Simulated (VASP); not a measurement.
## Ge: single point with LDA

Crystal: Ge.

```xyz
2
Lattice="0.0000 2.7252 2.7252 2.7252 0.0000 2.7252 2.7252 2.7252 0.0000" Properties=species:S:1:pos:R:3 pbc="T T T"
Ge    0.0000    0.0000    0.0000
Ge    1.3626    1.3626    1.3626
```

The cell isn't the ideal one: a relaxed cell with its volume scaled by 0.91.

* Program: VASP 6.6.1
* Task: single point
* Functional: LDA
* Potentials or basis: VASP PAW LDA potentials, release 64 (Ge_d)
* Cutoff: 520 eV
* k mesh: 10 × 10 × 10
* Occupations: gaussian, width 0.02 eV
* Spin: no spin polarisation

The pressure is 8.5 GPa and the band gap on the k mesh is 0.32 eV, indirect (least direct gap 0.92 eV).

Levels at points of the mesh, in eV from the valence-band top:
| k point | band 12 | band 13 | band 14 | band 15 | band 16 | band 17 |
| --- | --- | --- | --- | --- | --- | --- |
| (0.00, 0.00, 0.00) | 0.00 | 0.00 | 0.00 | 0.92 | 2.57 | 2.57 |
| (0.50, 0.00, 0.00) | -8.21 | -1.59 | -1.59 | 0.43 | 3.77 | 3.77 |
| (0.50, 0.50, 0.00) | -9.38 | -3.49 | -3.49 | 0.51 | 0.51 | 10.37 |

Wall time 28 s on 1 thread of Intel(R) Xeon(R) Platinum 8259CL CPU @ 2.50GHz (Skylake/Cascade Lake), with other jobs on the host, peak memory 0.16 GiB.

A k mesh can miss the band edges.
